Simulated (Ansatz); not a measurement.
`FC(F)(F)[SiH2]Cl` + `N[SiH3]` → `[SiH3]N[SiH2]Cl` + `FC(F)F` at 400 K and 1 bar (ligand exchange at the Si–C bond).

Isolated molecules relaxed with PBE0-D4/def2-TZVP in Ansatz; ΔE leaves out vibrations. CBS: MP2 limit from def2 TZ/QZ plus the TZ coupled-cluster correction, frozen cores. This one scheme is used for every species. One conformer a species, not always the lowest.

```
           species  CCSD(T)/CBS energy (Eh)  H − E (kJ/mol)  S (J/(mol·K))
`FC(F)(F)[SiH2]Cl`              -1087.52884           118.8          388.4
         `N[SiH3]`               -346.80422           153.0          285.3
 `[SiH3]N[SiH2]Cl`              -1096.34659           192.1          387.8
          `FC(F)F`               -338.02896            84.0          275.7
```

H − E and S are ideal-gas, rigid-rotor, harmonic terms from PBE0-D4/def2-TZVP, for one conformer and one mirror image of each species. 1 Eh = 2625.50 kJ/mol, R = 8.31446 J/(mol·K).

By hand: ΔE, ΔH, ΔS and ΔG.

ΔE = (-1096.34659) + (-338.02896) − (-1087.52884) − (-346.80422) = -0.04249 Eh = -111.6 kJ/mol. Δ(H − E) = 192.1 + 84.0 − 118.8 − 153.0 = 4.3, so ΔH = -107.3 kJ/mol. ΔS = 387.8 + 275.7 − 388.4 − 285.3 = -10.2 J/(mol·K). ΔG = -107.3 − 400 × (-10.2)/1000 = -103.2 kJ/mol.

By hand: the equilibrium constant, and the temperature at which ΔG would vanish if ΔH and ΔS stayed fixed.

log₁₀ K = −ΔG/(RT ln 10) = 13.5. ΔG = 0 at ΔH/ΔS = 10520 K, far beyond where these terms or the molecules hold.

The number of gas molecules stays the same, so ΔS is small and ΔH decides. A doubt of 5 kJ/mol in ΔE shifts log₁₀ K by 0.7 here. Other conformers and mirror images would add mixing entropy, several J/(mol·K) or more a flexible species. Modes under 60 cm⁻¹, often nearly free rotors, make the harmonic entropy too high. These are equilibria of isolated gas molecules and say nothing of rates. Largest T1 diagnostic: 0.012 (customary marks: 0.02 for closed shells, 0.045 for open ones).
